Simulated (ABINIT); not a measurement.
Set up this calculation in ABINIT 10.8.3 (patched build), as the native input.

```yaml
Task: single point
Functional: PBE
Potentials_or_basis: JTH PAW PBE v2.0
Cutoff: 680 eV
k_mesh: 12 × 12 × 6
Occupations: fermi-dirac, width 0.05 eV
Spin: no spin polarisation
Fine-grid_cutoff: 1278.94 eV
Exchange_and_correlation_inside_the_PAW_spheres: full angular mesh (pawxcdev 0, this build's default; the released program takes 1)
```

BN:

```xyz
4
Lattice="2.5539 0.0000 0.0000 -1.2770 2.2118 0.0000 0.0000 0.0000 4.2269" Properties=species:S:1:pos:R:3 pbc="T T T"
N     0.0000    1.4745    0.5295
N     1.2770    0.7373    2.6430
B     0.0000    1.4745    2.1123
B     1.2770    0.7373    4.2257
```

Measurements of this composition are mostly on another form, of space group No. 194.

These files were run (other wordings do the same):

run.abi

```
# Pseudopotentials
pp_dirpath "./"
pseudos "N.GGA_PBE-JTH.xml, B.GGA_PBE-JTH.xml"

# Structure
acell 3*1.0
rprim
     4.8262463860     0.0000000000     0.0000000000
    -2.4131231931     4.1796519752     0.0000000000
     0.0000000000     0.0000000000     7.9875983185
ntypat 2
znucl 7 5
natom 4
typat 1 1 2 2
xred
     0.3333333333     0.6666666667     0.1252760000
     0.6666666667     0.3333333333     0.6252760000
     0.3333333333     0.6666666667     0.4997240000
     0.6666666667     0.3333333333     0.9997240000

# Plane-wave basis
ecut 25.0
pawecutdg 47.0

# k points
kptopt 1
ngkpt 12 12 6
nshiftk 1
shiftk 0.0 0.0 0.0

# Exchange and correlation
ixc 11

# Bands and occupations
nband 12
occopt 3
tsmear 0.05 eV

# SCF cycle
nstep 100
tolvrs 1.0e-9

# Output
iomode 3
prtwf 0
prtden 0
prteig 0
prtebands 0
enunit 1
```

Potentials or basis: JTH PAW PBE v2.0.

Run with:

```console
$ abinit run.abi > log 2>&1
```

It gave:

```
Largest force                                         : 0.014 eV/Å
Band gap on the k mesh                                : 5.19 eV, indirect (least direct gap 8.22 eV)
Valence electrons inside the program's atomic spheres : N 2.68; B 2.08
```

Run time: 22 s on 1 thread of Intel(R) Xeon(R) Platinum 8488C (Sapphire Rapids), on a shared host, peak memory 0.11 GiB.
